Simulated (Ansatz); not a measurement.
Relaxed-ion elastic tensor of Li₂O (anti-fluorite, space group No. 225) in GPa (Voigt order), the program Ansatz at the r²SCAN level (PAW); density 2.08 g/cm³, 7.97 Å³ per atom.

|  | 1 | 2 | 3 | 4 | 5 | 6 |
|---|---|---|---|---|---|---|
| 1 | 219 | 21.4 | 21.4 | 0.0 | 0.0 | 0.0 |
| 2 | 21.4 | 219 | 21.4 | 0.0 | 0.0 | 0.0 |
| 3 | 21.4 | 21.4 | 219 | 0.0 | 0.0 | 0.0 |
| 4 | 0.0 | 0.0 | 0.0 | 63.7 | 0.0 | 0.0 |
| 5 | 0.0 | 0.0 | 0.0 | 0.0 | 63.7 | 0.0 |
| 6 | 0.0 | 0.0 | 0.0 | 0.0 | 0.0 | 63.7 |

Is the crystal mechanically stable?

Yes: the smallest eigenvalue of C is 63.7 GPa.

Work out the Voigt, Reuss and Hill averages.

K_V = 87.2, K_R = 87.2, K_H = 87.2; G_V = 77.7, G_R = 74.2, G_H = 76.0 GPa.

Give Young's modulus, Poisson's ratio, Pugh's ratio and the universal anisotropy index.

E = 9KG/(3K + G) = 177 GPa; ν = 0.16; K/G = 1.15 (brittle by the Pugh limit of 1.75); A_U = 5G_V/G_R + K_V/K_R − 6 = 0.23.

Estimate the sound speeds and the Debye temperature.

v_l = √((K + 4G/3)/ρ) = 9530 m/s, v_t = √(G/ρ) = 6050 m/s, mean 6650 m/s; Θ = (h/k)(3n/4πV)^(1/3) v_m = 992 K.

Give the Zener ratio and Young's modulus along [100], [110] and [111].

A = 2C44/(C11 − C12) = 0.64; 1/E = S11 − 2(S11 − S12 − S44/2)Γ with Γ = 0, 1/4, 1/3 gives 215, 165, 154 GPa.

Solve the Christoffel equation for the three sound speeds along [100], [110], [111].

Eigenvalues of C_ijkl n_j n_l equal ρv². In km/s, slowest first: [100] 5.54, 5.54, 10.27; [110] 5.54, 6.90, 9.41; [111] 6.48, 6.48, 9.11.

Space group Fm-3m (anti-fluorite). Symmetry was held in the r²SCAN relaxation; phonons on a q-mesh show no instability. The volume moved by -21 % from the start of the relaxation. The volume fell by over 15 % from the filed cell, which may lack light atoms or belong to other conditions.

Potentials: the later of the program's two PAW sets.
